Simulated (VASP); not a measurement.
Write the native input for VASP 6.6.1 that does the following.

* Task: single point
* Functional: PBE
* Potentials or basis: VASP PAW PBE potentials, release 64 (Ca_sv, F)
* Cutoff: 520 eV
* k mesh: 8 × 8 × 8
* Occupations: fermi-dirac, width 0.05 eV
* Spin: no spin polarisation
* Dipole correction: no
* Further INCAR settings: ALGO = Normal; EDIFF = 1e-06; NBANDS = 19

The structure of CaF2 (Fluorite) lies in POSCAR:

```
CaF2
1.0
    0.0000000000      2.7126705887      2.7126705887
    2.7126705887      0.0000000000      2.7126705887
    2.7126705887      2.7126705887      0.0000000000
Ca F
1 2
Direct
    0.0000000000      0.0000000000      0.0000000000
    0.7500000000      0.7500000000      0.7500000000
    0.2500000000      0.2500000000      0.2500000000
```

The cell isn't the ideal one: volume scaled by 0.98.

These files were run (other wordings do the same):

INCAR

```
SYSTEM = CaF2
ALGO     = Normal         ! electronic algorithm
EDIFF    = 1E-6           ! SCF threshold, eV
ENCUT    = 520            ! plane-wave cutoff, eV
GGA      = PE             ! functional
ISIF     = 2              ! what is computed and relaxed
ISMEAR   = -1             ! smearing method
LASPH    = .True.         ! aspherical terms in the spheres
LCHARG   = .True.         ! write CHGCAR
LELF     = .True.         ! ELF
LREAL    = .False.        ! projectors in reciprocal space
LVHAR    = .True.       
LWAVE    = .False.        ! write WAVECAR
NBANDS   = 19             ! bands
NELM     = 100            ! most SCF steps
PREC     = Accurate       ! precision mode
SIGMA    = 0.05           ! smearing width, eV
```

KPOINTS

```
k-points
0
Gamma
  8 8 8
  0 0 0
```

Potentials or basis: VASP PAW PBE potentials, release 64 (Ca_sv, F).

The run is started by

```bash
$ cat potpaw_PBE.64/Ca_sv/POTCAR potpaw_PBE.64/F/POTCAR > POTCAR
$ mpirun -np 1 vasp_std > vasp.out
```

Results of the run:

```yaml
Pressure: 4.4 GPa
Band_gap_on_the_k_mesh: 7.40 eV, indirect (least direct gap 7.66 eV)
```

Wall time 11 s on 1 thread of Intel(R) Xeon(R) 6975P-C (Granite Rapids), with other jobs on the host, peak memory 0.17 GiB.
